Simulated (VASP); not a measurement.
# BaTiO3 (R3m) in VASP: settings compared

The runs below take BaTiO3 through G0W0 quasiparticle levels, band structure, equation of state, with LDA, r2SCAN.

Everything below comes from runs of VASP 6.6.1. Logs are shortened: lines on timing, memory, paths and dates and some standing lists are left out, and cuts for length are marked.

## 1. The crystal as given

It takes space group R3m (No. 160, trigonal). Conventional cell: a = 5.655 Å, b = 5.655 Å, c = 6.955 Å, α = 90.00°, β = 90.00°, γ = 120.00°. Ba (site symmetry 3m) is surrounded by 12 O at 2.79 to 2.89 Å. Ti (site symmetry 3m) is surrounded by 6 O at 1.87 to 2.14 Å. Around O (site symmetry m) lie 2 Ti at 1.87 to 2.14 Å.

## 2. G0W0 quasiparticle levels, LDA

Contents of POSCAR:

```
BaTiO3
1.0
    2.8273666084      1.6323808724      2.3183934932
   -2.8273666084      1.6323808724      2.3183934932
    0.0000000000     -3.2647617449      2.3183934932
Ba Ti O
1 1 3
Direct
    0.0000000000      0.0000000000      0.0000000000
    0.4845000000      0.4845000000      0.4845000000
    0.5086000000      0.0175000000      0.5086000000
    0.0175000000      0.5086000000      0.5086000000
    0.5086000000      0.5086000000      0.0175000000
```

Contents of INCAR.step1:

```
PREC = Accurate ; ENCUT = 500
EDIFF = 1E-8 ; ISMEAR = 0
SIGMA = 0.01 ; LREAL = F
LASPH = T ; NELM = 100
ALGO = Normal ; LWAVE = T
LCHARG = F ; GGA = CA
KPAR = 4
```

Contents of INCAR.step2:

```
PREC = Accurate ; ENCUT = 500
EDIFF = 1E-8 ; ISMEAR = 0
SIGMA = 0.01 ; LREAL = F
LASPH = T ; NELM = 1
ALGO = Exact ; LWAVE = T
LCHARG = F ; GGA = CA
NBANDS = 287 ; LOPTICS = T
ISTART = 1 ; KPAR = 4
```

Contents of INCAR.step3:

```
PREC = Accurate ; ENCUT = 500
EDIFF = 1E-8 ; ISMEAR = 0
SIGMA = 0.01 ; LREAL = F
LASPH = T ; ALGO = EVGW0
LWAVE = F ; LCHARG = F
GGA = CA ; NELMGW = 1
NBANDS = 287 ; ENCUTGW = 150
NOMEGA = 50 ; PRECFOCK = Fast
ISTART = 1 ; NBANDSGW = 28
KPAR = 4
```

Contents of KPOINTS:

```
regular mesh
0
Gamma
  4 4 4
```

Potentials or basis: VASP PAW LDA potentials, release 64 (Ba_sv_GW, Ti_sv_GW, O_GW).

Started as:

```bash
cat potpaw_LDA.64/Ba_sv_GW/POTCAR potpaw_LDA.64/Ti_sv_GW/POTCAR potpaw_LDA.64/O_GW/POTCAR > POTCAR
cp INCAR.step1 INCAR
mpirun -np 4 vasp_std > vasp.out
cp INCAR.step2 INCAR
mpirun -np 4 vasp_std > vasp.out
cp INCAR.step3 INCAR
mpirun -np 4 vasp_std > vasp.out
```

OUTCAR:

```text
PREC = Accurate
   ENCUT = 500
   EDIFF = 1E-8
   ISMEAR = 0
   LREAL = F
   LASPH = T
   GGA = CA
   NELMGW = 1
   ENCUTGW = 150
   PRECFOCK = Fast
   ISTART = 1

 ion  position               nearest neighbor table
   1  0.000  0.000  0.000-
   2  0.484  0.484  0.484-   3 1.87   4 1.87   5 1.87   3 2.14   4 2.14   5 2.14
   3  0.509  0.017  0.509-   2 1.87   2 2.14
   4  0.017  0.509  0.509-   2 1.87   2 2.14
   5  0.509  0.509  0.017-   2 1.87   2 2.14

  LATTYP: Found a trigonal (rhomboedric) cell.
 ALAT       =     4.0042000000
 COS(alpha) =     0.0028448828

  Lattice vectors:

 A1 = (   2.8273666084,   1.6323808724,   2.3183934932)
 A2 = (  -2.8273666084,   1.6323808724,   2.3183934932)
 A3 = (   0.0000000000,  -3.2647617449,   2.3183934932)

Analysis of symmetry for initial positions (statically):
=====================================================================
 Subroutine PRICEL returns:
 Original cell was already a primitive cell.

 Routine SETGRP: Setting up the symmetry group for a
 trigonal (rhombohedral) supercell.

 Subroutine GETGRP returns: Found  6 space group operations
 (whereof  6 operations were pure point group operations)
 out of a pool of 12 trial point group operations.

The static configuration has the point symmetry C_3v.

Analysis of symmetry for dynamics (positions and initial velocities):
=====================================================================
 Subroutine PRICEL returns:
 Original cell was already a primitive cell.

 Routine SETGRP: Setting up the symmetry group for a
 trigonal (rhombohedral) supercell.

 Subroutine GETGRP returns: Found  6 space group operations
 (whereof  6 operations were pure point group operations)
 out of a pool of 12 trial point group operations.

The dynamic configuration has the point symmetry C_3v.

 Subroutine INISYM returns: Found  6 space group operations
 (whereof  6 operations are pure point group operations),
 and found     1 'primitive' translations

----------------------------------------------------------------------------------------

                                     Primitive cell

  volume of cell :      64.2010

  direct lattice vectors                    reciprocal lattice vectors
[... 50 lines left out ...]
  0.000000  0.000000  0.000000      1.000000
  0.250000  0.000000  0.000000      6.000000
  0.500000  0.000000  0.000000      3.000000
  0.250000  0.250000  0.000000      6.000000
  0.500000  0.250000  0.000000     12.000000
 -0.250000  0.250000  0.000000      6.000000
  0.500000  0.500000  0.000000      3.000000
  0.250000  0.250000  0.250000      2.000000
  0.500000  0.250000  0.250000      6.000000
 -0.250000  0.250000  0.250000      6.000000
  0.500000  0.500000  0.250000      6.000000
 -0.250000  0.500000  0.250000      6.000000
  0.500000  0.500000  0.500000      1.000000
   k-points           NKPTS =     13   k-points in BZ     NKDIM =     64   number of bands    NBANDS=    287
   number of dos      NEDOS =    301   number of ions     NIONS =      5
   total plane-waves  NPLWV =  27000
   dimension x,y,z NGX =    30 NGY =   30 NGZ =   30
   dimension x,y,z NGXF=    60 NGYF=   60 NGZF=   60
   ions per type =               1   1   3
   NGX,Y,Z   is equivalent  to a cutoff of  12.46, 12.46, 12.46 a.u.
   NGXF,Y,Z  is equivalent  to a cutoff of  24.91, 24.91, 24.91 a.u.
 SYSTEM =  unknown system
   PREC   = accura    normal or accurate (medium, high low for compatibility)
   ISTART =      1    job   : 0-new  1-cont  2-samecut
   ICHARG =      0    charge: 1-file 2-atom 10-const
   ISPIN  =      1    spin polarized calculation?
   LNONCOLLINEAR =      F non collinear calculations
   LSORBIT =      F    spin-orbit coupling
   LASPH  =      T    aspherical Exc in radial PAW
   ENCUT  =  500.0 eV  36.75 Ry    6.06 a.u.   7.30  7.30  7.30*2*pi/ulx,y,z
   NELM   =     60;   NELMIN=  2; NELMDL=  0     # of ELM steps
   EDIFF  = 0.1E-07   stopping-criterion for ELM
   LREAL  =      F    real-space projection
   EDIFFG = 0.1E-06   stopping-criterion for IOM
   NSW    =      0    number of steps for IOM
   IBRION =     -1    ionic relax: 0-MD 1-quasi-New 2-CG
   NFREE  =      0    steps in history (QN), initial steepest desc. (CG)
   ISIF   =      0    stress and relaxation
   ISYM   =      3    0-nonsym 1-usesym 2-fastsym
   POTIM  = 0.5000    time-step for ionic-motion
   TEBEG  =    0.0;   TEEND  =   0.0 temperature during run
   PSTRESS=    0.0 pullay stress
   NELECT =      40.0000    total number of electrons
   NUPDOWN=      -1.0000    fix difference up-down
   EMIN   =  10.00;   EMAX   =-10.00  energy-range for DOS
   EFERMI =   0.00;   METHOD = LEGACY
   ISMEAR =     0;   SIGMA  =   0.01  broadening in eV -4-tet -1-fermi 0-gaus
   EFERMI_NEDOS =   21; number of points for ismear=-14 and -15
   IALGO  =     38    algorithm
   IMIX   =      4    mixing-type and parameters
     AMIX     =   0.40;   BMIX     =  1.00
     AMIX_MAG =   1.60;   BMIX_MAG =  1.00
  volume/ion in A,a.u.               =      12.84        86.65
  Fermi-wavevector in a.u.,A,eV,Ry     =   1.398237  2.642285 26.600301  1.955067
  Thomas-Fermi vector in A             =   2.521415
   LORBIT       =      0    0 simple, 1 ext, 2 COOP (PROOUT), +10 PAW based schemes
   GGA     = CA    functional components
   LHFCALC =     T    Hartree Fock is set to
   PRECFOCK=fast      Normal, Fast or Accurate (Low or Medium for compatibility)
   ENCUT4O =  -1.0   cutoff for four orbital integrals eV
   NKREDX  =     1    reduce k-point grid by
   NKREDY  =     1    reduce k-point grid by
   NKREDZ  =     1    reduce k-point grid by
   AEXX    =    1.0000 exact exchange contribution
   HFSCREEN=    0.0000 screening length (either q_TF or 0.3 A-1)
   HFSCREENC=   0.0000 screening length for correlation (either q_TF or 0.3 A-1)
   ENCUTFOCK=  -1.0 apply spherical cutoff to Coloumb kernel
   IVDW    =     0    specifies the selected vdW correction
   LEPSILON=     F    determine dielectric tensor
   LRPA    =     F    only Hartree local field effects (RPA)
   LRPAFORCE           =     F    calculate RPA forces
   ENCUTGW             = 150.0    cutoff for response function in eV
   ENCUTGWSOFT         = 120.0    soft cutoff for Coulomb kernel in GW response function in eV
   ENCUTLF             =  -1.0    cutoff for local field effects
   NELMGW              =     1    number of iterations in solving QP/BSE equation
   NELMHF              =     1    number of iterations in the inner HF iteration
   NKREDLFX            =     1    NKREDLFY  =   1   NKREDLFZ  =   1
 non-spin polarized calculation
 Gauss-broadening in eV      SIGMA  =   0.01
  energy-cutoff  :      500.00
  volume of cell :       64.20
 maximum number of plane-waves:      1647
 NGX is ok and might be reduce to    30
  NGX = 16; NGY = 16; NGZ = 16
   NGX = 15   NGY = 15   NGZ = 15
 maximum number of plane-waves:       280

 QP shifts <psi_nk| G(iteration)W_0 |psi_nk>: iteration 1
 for sc-GW calculations column KS-energies equals QP-energies in previous step
 and V_xc(KS)=  KS-energies - (<T + V_ion + V_H > + <T+V_H+V_ion>^1  + <V_x>^1)

 k-point   1 :       0.0000    0.0000    0.0000
  band No.  KS-energies  QP-energies   sigma(KS)   V_xc(KS)     V^pw_x(r,r')   Z            occupation Imag(sigma)

      1     -50.4950     -51.8148     -26.6533     -24.4312     -41.5532       0.5939       2.0000       1.8353
      2     -27.1639     -28.1157     -25.4298     -23.9874     -34.5506       0.6599       2.0000       1.1135
      3     -27.1639     -28.1157     -25.4298     -23.9874     -34.5506       0.6599       2.0000       1.1135
      4     -27.1527     -28.0809     -25.3896     -23.9872     -34.4995       0.6619       2.0000       1.0607
      5     -19.4973     -20.4815     -16.7789     -15.3759     -24.7006       0.7015       2.0000       1.7014
      6     -11.4968     -12.9231     -21.0757     -18.9330     -30.4053       0.6657       2.0000       1.4220
[... 404 lines left out ...]
     27      13.1530      14.8503     -19.6349     -22.0394     -12.8839       0.7059       0.0000      -0.6745
     28      13.1530      14.8503     -19.6349     -22.0394     -12.8839       0.7059       0.0000      -0.6745
```

OUTCAR.step1:

```text
PREC = Accurate
   ENCUT = 500
   EDIFF = 1E-8
   ISMEAR = 0
   LREAL = F
[... 571 lines left out ...]
      0.00000     -0.00000      3.36978         0.000000      0.000000     -0.037405
      1.38852     -0.80166      2.39884         0.010981     -0.006340      0.068012
     -1.38852     -0.80166      2.39884        -0.010981     -0.006340      0.068012
      0.00000      1.60332      2.39884         0.000000      0.012680      0.068012
 -----------------------------------------------------------------------------------
    total drift:                                0.000000     -0.000000      0.000706

  FREE ENERGIE OF THE ION-ELECTRON SYSTEM (eV)
  ---------------------------------------------------
  free  energy   TOTEN  =       -49.5327008512 eV

  energy  without entropy=      -49.5327008512  energy(sigma->0) =      -49.53270085
```

Run time: 12 min. Hardware: 4 MPI ranks of Intel Xeon Platinum 8488C (Sapphire Rapids), shared host; peak memory 0.98 GiB.

Results:

| Quantity | Value |
| --- | --- |
| Band gap on the k mesh, mean-field level | 2.34 eV, indirect (least direct gap 2.70 eV) |
| Quasiparticle gap | 4.25 eV |
| Least direct quasiparticle gap | 4.56 eV |

Caveat: the cutoff is under 1.25 times the usual one of these potentials, so pressure, stress and relaxed cells hold a basis-set (Pulay) error; bands, screening cutoff and mesh are small and nothing is extrapolated, so the quasiparticle values aren't converged; spin-orbit coupling is left out, which moves the levels of the heavy elements.

## 3. Band structure, r2SCAN

Contents of INCAR:

```
PREC = Accurate ; ENCUT = 520
EDIFF = 1E-6 ; ISMEAR = 0
SIGMA = 0.02 ; LREAL = F
LASPH = T ; NELM = 100
ALGO = Normal ; ISIF = 2
LWAVE = F ; LCHARG = F
LMAXMIX = 4 ; METAGGA = R2SCAN
LMIXTAU = T ; KPAR = 2
```

Contents of KPOINTS:

```
regular mesh
0
Gamma
  8 8 8
```

POSCAR is that of step 2.

Contents of KPOINTS_OPT:

```
path GLB1,BZGX,QFP1Z,LP
15
line-mode
reciprocal
 0.0000000000  0.0000000000  0.0000000000  G
 0.5000000000  0.0000000000  0.0000000000  L

 0.5000000000  0.0000000000  0.0000000000  L
 0.5000000000  0.4971712123 -0.4971712123  B1

 0.5028287877  0.5000000000  0.4971712123  B
 0.5000000000  0.5000000000  0.5000000000  Z

 0.5000000000  0.5000000000  0.5000000000  Z
 0.0000000000  0.0000000000  0.0000000000  G

 0.0000000000  0.0000000000  0.0000000000  G
 0.4985856061  0.0000000000 -0.4985856061  X

 0.5014143939  0.4985856061  0.0000000000  Q
 0.5000000000  0.5000000000  0.0000000000  F

 0.5000000000  0.5000000000  0.0000000000  F
 0.5014143939  0.5014143939  0.4971712123  P1

 0.5014143939  0.5014143939  0.4971712123  P1
 0.5000000000  0.5000000000  0.5000000000  Z

 0.5000000000  0.0000000000  0.0000000000  L
 0.5028287877  0.4985856061  0.4985856061  P
```

Potentials or basis: VASP PAW PBE potentials, release 64 (Ba_sv, Ti_sv, O).

Started as:

```bash
cat potpaw_PBE.64/Ba_sv/POTCAR potpaw_PBE.64/Ti_sv/POTCAR potpaw_PBE.64/O/POTCAR > POTCAR
mpirun -np 2 vasp_std > vasp.out
```

OUTCAR:

```text
PREC = Accurate
   ENCUT = 520
   EDIFF = 1E-6
   ISMEAR = 0
   LREAL = F
   LASPH = T
   NELM = 100
   ISIF = 2
   METAGGA = R2SCAN

 ion  position               nearest neighbor table
   1  0.000  0.000  0.000-   5 2.79   4 2.79   3 2.79   4 2.83   3 2.83   4 2.83   3 2.83   5 2.83
                             5 2.83   5 2.89   4 2.89   3 2.89   2 3.37   2 3.43   2 3.43   2 3.43
   2  0.484  0.484  0.484-   3 1.87   4 1.87   5 1.87   3 2.14   4 2.14   5 2.14   1 3.37   1 3.43
[... 859 lines left out ...]
  -------------------------------------------------------------------------------------
  Total        1.5784491      1.5784491      1.5053274      0.0000000     -0.0000000     -0.0000000
  in kB       39.3911927     39.3911927     37.5663966      0.0000000     -0.0000000     -0.0000000
  external PRESSURE =      38.7829274 kB  Pullay stress =       0.0000000 kB

 VOLUME and BASIS-vectors are now :
 -----------------------------------------------------------------------------
  energy-cutoff  :      520.00
  volume of cell :       64.20
      direct lattice vectors                 reciprocal lattice vectors
     2.827366608  1.632380872  2.318393493     0.176843002  0.102100355  0.143777721
    -2.827366608  1.632380872  2.318393493    -0.176843002  0.102100355  0.143777721
     0.000000000 -3.264761745  2.318393493     0.000000000 -0.204200710  0.143777721

 POSITION                                       TOTAL-FORCE (eV/Angst)
 -----------------------------------------------------------------------------------
      0.00000      0.00000      0.00000        -0.000000      0.000000     -0.118711
      0.00000     -0.00000      3.36978        -0.000000     -0.000000      0.264978
      1.38852     -0.80166      2.39884         0.102084     -0.058938     -0.048756
     -1.38852     -0.80166      2.39884        -0.102084     -0.058938     -0.048756
      0.00000      1.60332      2.39884        -0.000000      0.117877     -0.048756
 -----------------------------------------------------------------------------------
    total drift:                                0.000000     -0.000001     -0.006340

  FREE ENERGIE OF THE ION-ELECTRON SYSTEM (eV)
  ---------------------------------------------------
  free  energy   TOTEN  =       -74.2533622272 eV

  energy  without entropy=      -74.2533622272  energy(sigma->0) =      -74.25336223
```

Run time: 2.9 min. Hardware: 2 MPI ranks of Intel Xeon 6975P-C (Granite Rapids), shared host; peak memory 0.29 GiB.

Results:

```
Free energy             : -74.2534 eV
Pressure                : 3.9 GPa
Largest force           : 0.265 eV/Å
Band gap on the k mesh  : 2.78 eV, indirect (least direct gap 3.19 eV)
Band gap along the path : 2.78 eV, indirect (least direct gap 3.16 eV)
```

Forces in eV/Å, atoms in the order of the input:
```
Ba   0.000  0.000 -0.119
Ti   0.000  0.000  0.265
O    0.102 -0.059 -0.049
O   -0.102 -0.059 -0.049
O    0.000  0.118 -0.049
```

Levels at the corners of the path, in eV from the valence-band top:
```tsv
point	band 16	band 17	band 18	band 19	band 20	band 21	band 22	band 23	band 24
Γ	-1.33	-1.10	-0.52	-0.41	-0.41	2.78	2.78	2.90	4.80
L	-2.09	-1.68	-1.62	-0.98	-0.87	2.94	4.17	4.27	4.77
L	-2.09	-1.68	-1.62	-0.98	-0.87	2.94	4.17	4.27	4.77
B1	-2.41	-2.36	-0.02	-0.02	0.00	4.72	4.88	4.88	7.26
B	-2.41	-2.36	-0.02	-0.02	0.00	4.72	4.88	4.88	7.26
Z	-2.41	-2.36	-0.02	-0.02	0.00	4.72	4.88	4.88	7.26
Z	-2.41	-2.36	-0.02	-0.02	0.00	4.72	4.88	4.88	7.26
Γ	-1.33	-1.10	-0.52	-0.41	-0.41	2.78	2.78	2.90	4.80
Γ	-1.33	-1.10	-0.52	-0.41	-0.41	2.78	2.78	2.90	4.80
X	-2.70	-1.68	-0.91	-0.86	-0.09	4.24	4.25	4.61	5.43
Q	-2.70	-1.68	-0.91	-0.86	-0.09	4.24	4.25	4.61	5.43
F	-2.70	-1.68	-0.91	-0.86	-0.09	4.24	4.25	4.61	5.43
F	-2.70	-1.68	-0.91	-0.86	-0.09	4.24	4.25	4.61	5.43
P1	-2.41	-2.36	-0.02	-0.02	0.00	4.72	4.88	4.88	7.26
P1	-2.41	-2.36	-0.02	-0.02	0.00	4.72	4.88	4.88	7.26
Z	-2.41	-2.36	-0.02	-0.02	0.00	4.72	4.88	4.88	7.26
L	-2.09	-1.68	-1.62	-0.98	-0.87	2.94	4.17	4.27	4.77
P	-2.41	-2.36	-0.02	-0.02	0.00	4.72	4.88	4.88	7.26
```

Caveat: the PAW data sets were made with another functional, which shifts forces and pressure a little; spin-orbit coupling is left out, which moves the levels of the heavy elements. r2SCAN opens gaps a little over a GGA but as a rule still falls short of measured ones.

[end of part 1 of 2]
